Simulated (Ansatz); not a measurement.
# Se: the cost of one run

Program: Ansatz 0.2.0. Level of theory: DFT LDA, scalar-relativistic. These are calculated values, not measurements.

**1. The starting structure**

It takes space group P3_121 (No. 152, trigonal). The conventional cell has a = 4.366 Å, b = 4.366 Å, c = 4.954 Å, α = 90.00°, β = 90.00°, γ = 120.00°. Around Se (site symmetry 2) lie 2 Se at 2.37 Å.

As a file:

```
Se
1.0
     4.36620    0.00000    0.00000
    -2.18310    3.78124    0.00000
     0.00000    0.00000    4.95360
Se
3
Direct
  0.22540 0.00000 0.33333
  0.00000 0.22540 0.66667
  0.77460 0.77460 0.00000
```

Atoms are numbered in the order of the input: Se1, Se2, Se3.

**2. Volume × 0.96, LAPW**

File input.yaml:

```yaml
crystal:
  lattice:
    - [4.3071900132, 0.0, 0.0]
    - [-2.1535950066, 3.7301359704, 0.0]
    - [0.0, 0.0, 4.8866512526]
  atoms:
    - { symbol: Se, position: [0.2254, 0.0, 0.3333333333] }
    - { symbol: Se, position: [0.0, 0.2254, 0.6666666667] }
    - { symbol: Se, position: [0.7746, 0.7746, 0.0] }
kpoints:
  mp_grid: { grid: [6, 6, 5] }
  band_path:
    path:
      - [0.0, 0.0, 0.0]
      - [0.5, 0.0, 0.0]
      - [0.3333333333, 0.3333333333, 0.0]
      - [0.0, 0.0, 0.0]
      - [0.0, 0.0, 0.5]
      - [0.5, 0.0, 0.5]
      - [0.3333333333, 0.3333333333, 0.5]
      - [0.0, 0.0, 0.5]
      - [0.5, 0.0, 0.5]
    npoints: 5
scf:
  occupations: { method: fermi_dirac, width: 0.03 }
hamiltonian:
  xc: lda
  pseudopotentials: { kind: all_electron, lapw: { basis_error: 0.0005 } }
output:
  forces: true
  stress: true
  eigenvalues: true
```

On the command line:

```console
$ ansatz run input.yaml --threads 1 --pin off --max-ram 4096MiB --backend cpu --events-out ev --progress --plain --runs-dir out
```

Q: Estimate wall time and peak memory on 1 thread of Arm Neoverse V1, shared host.

About 84 s, with a peak of 0.39 GiB.
